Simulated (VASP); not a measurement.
# TiO2 (Anatase) (I4_1/amd) in VASP: a series of runs, part 2 of 2

VASP 6.6.1.

### 4 Single point, PBE (level: DFT PBE, scalar-relativistic, plane waves, PAW, at the base's geometry)

File INCAR:

```
SYSTEM = TiO2
ALGO = Fast
EDIFF = 1E-6
ENCUT = 520
GGA = PE
ISIF = 2
ISMEAR = 0
LASPH = .TRUE.
LCHARG = .FALSE.
LREAL = .FALSE.
LWAVE = .FALSE.
NBANDS = 33
NELM = 100
PREC = Accurate
SIGMA = 0.02
```

File KPOINTS:

```
k-points
0
G
  10 10 10
  0 0 0
```

File POSCAR:

```
TiO2
1.0
   -1.8996082689      1.8996082689      4.8485069523
    1.8996082689     -1.8996082689      4.8485069523
    1.8996082689      1.8996082689     -4.8485069523
Ti O
2 4
Direct
    0.0000000000      0.0000000000      0.0000000000
    0.7500000000      0.2500000000      0.5000000000
    0.2064947464      0.2064947464      0.0000000000
    0.9564947464      0.4564947464      0.5000000000
    0.5435052536      0.0435052536      0.5000000000
    0.7935052536      0.7935052536      0.0000000000
```

Potentials or basis: VASP PAW PBE potentials, release 64 (Ti_sv, O).

On the command line:

```console
$ cat potpaw_PBE.64/Ti_sv/POTCAR potpaw_PBE.64/O/POTCAR > POTCAR
$ mpirun -np 1 vasp_std > vasp.out
```

OUTCAR:

```text
SYSTEM = TiO2
   EDIFF = 1E-6
   ENCUT = 520
   GGA = PE
   ISIF = 2
   ISMEAR = 0
   LASPH = .TRUE.
   LREAL = .FALSE.
   NELM = 100
   PREC = Accurate

 ion  position               nearest neighbor table
   1  0.000  0.000  0.000-   5 1.95   4 1.95   5 1.95   4 1.95   3 2.00   6 2.00
   2  0.750  0.250  0.500-   6 1.95   3 1.95   6 1.95   3 1.95   4 2.00   5 2.00
   3  0.206  0.206  0.000-   2 1.95   2 1.95   1 2.00
   4  0.956  0.456  0.500-   1 1.95   1 1.95   2 2.00
   5  0.544  0.044  0.500-   1 1.95   1 1.95   2 2.00
   6  0.794  0.794  0.000-   2 1.95   2 1.95   1 2.00

  LATTYP: Found a body centered tetragonal cell.
 ALAT       =     3.7992165378
 C/A-ratio  =     2.5523719978

  Lattice vectors:

 A1 = (  -1.8996082689,   1.8996082689,   4.8485069523)
 A2 = (   1.8996082689,  -1.8996082689,   4.8485069523)
 A3 = (   1.8996082689,   1.8996082689,  -4.8485069523)

Analysis of symmetry for initial positions (statically):
=====================================================================
 Subroutine PRICEL returns:
[... 187 lines left out ...]
 cond. band min:       5.2544781063   @ k =   0.0000   0.0000   0.0000
 fundamental gap:      2.1114422703
 Fermi energy:         3.2382852507

 k-point     1 :       0.0000    0.0000    0.0000
  band No.  band energies     occupation
      1     -53.3134      2.00000
      2     -53.2622      2.00000
      3     -29.7423      2.00000
      4     -29.5237      2.00000
      5     -29.5237      2.00000
      6     -29.4621      2.00000
[... 853 lines left out ...]
     32       9.4219      0.00000
     33      10.3046      0.00000

 [... further k-points ...]

------------------------ aborting loop because EDIFF is reached ----------------------------------------

  FORCE on cell =-STRESS in cart. coord.  units (eV):
  Direction    XX          YY          ZZ          XY          YZ          ZX
  --------------------------------------------------------------------------------------
  -------------------------------------------------------------------------------------
  Total        0.2636191      0.2636191      0.3062036      0.0000000     -0.0000000      0.0000000
  in kB        6.0351950      6.0351950      7.0101080      0.0000000     -0.0000000      0.0000000
  external PRESSURE =       6.3601660 kB  Pullay stress =       0.0000000 kB

 VOLUME and BASIS-vectors are now :
 -----------------------------------------------------------------------------
  energy-cutoff  :      520.00
  volume of cell :       69.98
      direct lattice vectors                 reciprocal lattice vectors
    -1.899608269  1.899608269  4.848506952     0.000000000  0.263212162  0.103124530
     1.899608269 -1.899608269  4.848506952     0.263212162  0.000000000  0.103124530
     1.899608269  1.899608269 -4.848506952     0.263212162  0.263212162  0.000000000

 POSITION                                       TOTAL-FORCE (eV/Angst)
 -----------------------------------------------------------------------------------
      0.00000      0.00000      0.00000         0.000000      0.000000      0.000000
     -0.00000      1.89961      2.42425         0.000000      0.000000      0.000000
      0.00000      0.00000      2.00238         0.000000     -0.000000      0.019005
      0.00000      1.89961      4.42664        -0.000000      0.000000      0.019005
      0.00000      1.89961      0.42187        -0.000000      0.000000     -0.019005
      0.00000      0.00000      7.69463         0.000000     -0.000000     -0.019005
 -----------------------------------------------------------------------------------
    total drift:                                0.000000      0.000000     -0.000000

  FREE ENERGIE OF THE ION-ELECTRON SYSTEM (eV)
  ---------------------------------------------------
  free  energy   TOTEN  =       -53.8647330584 eV

  energy  without entropy=      -53.8647330584  energy(sigma->0) =      -53.86473306
```

stdout:

```text
POSCAR found type information on POSCAR TiO
 POSCAR found :  2 types and       6 ions
 scaLAPACK will be used
 LDA part: xc-table for (Slater+PW92), standard interpolation
 POSCAR, INCAR and KPOINTS ok, starting setup
 FFT: planning ... GRIDC
 FFT: planning ... GRID_SOFT
 FFT: planning ... GRID
 WAVECAR not read
 entering main loop
WARNING in EDDRMM: call to ZHEGV failed, returncode =   6  3     18
WARNING in EDDRMM: call to ZHEGV failed, returncode =   6  3     25
WARNING in EDDRMM: call to ZHEGV failed, returncode =   6  3      6
WARNING in EDDRMM: call to ZHEGV failed, returncode =   8  4      9
WARNING in EDDRMM: call to ZHEGV failed, returncode =   6  3     24
WARNING in EDDRMM: call to ZHEGV failed, returncode =   6  3     24
```

Wall time 25 min (1 thread of AMD EPYC 7R43 (Zen 3), shared host); peak memory 0.35 GiB.

What came out:

```
Free energy            : -53.8647 eV
Pressure               : 0.6 GPa
Largest force          : 0.019 eV/Å
Band gap on the k mesh : 2.11 eV, indirect (least direct gap 2.41 eV)
```

Forces in eV/Å, atoms in the order of the input:
```
Ti   0.000  0.000  0.000
Ti   0.000  0.000  0.000
O    0.000  0.000  0.019
O    0.000  0.000  0.019
O    0.000  0.000 -0.019
O    0.000  0.000 -0.019
```

Levels at points of the mesh, in eV from the valence-band top:
| k point | band 20 | band 21 | band 22 | band 23 | band 24 | band 25 | band 26 | band 27 | band 28 | band 29 |
| --- | --- | --- | --- | --- | --- | --- | --- | --- | --- | --- |
| (0.00, 0.00, 0.00) | -0.79 | -0.79 | -0.78 | -0.41 | -0.41 | 2.11 | 2.78 | 3.97 | 3.97 | 3.97 |
| (0.50, 0.00, 0.00) | -1.89 | -1.88 | -0.87 | -0.84 | -0.63 | 3.19 | 3.46 | 3.51 | 3.53 | 4.20 |
| (0.50, 0.50, 0.00) | -2.56 | -1.97 | -1.97 | -0.04 | -0.04 | 3.21 | 3.21 | 3.69 | 3.69 | 4.77 |
| (0.50, 0.50, 0.50) | -1.32 | -1.23 | -1.23 | -0.09 | -0.09 | 2.43 | 2.43 | 3.70 | 3.70 | 4.26 |

A k mesh can miss the band edges.
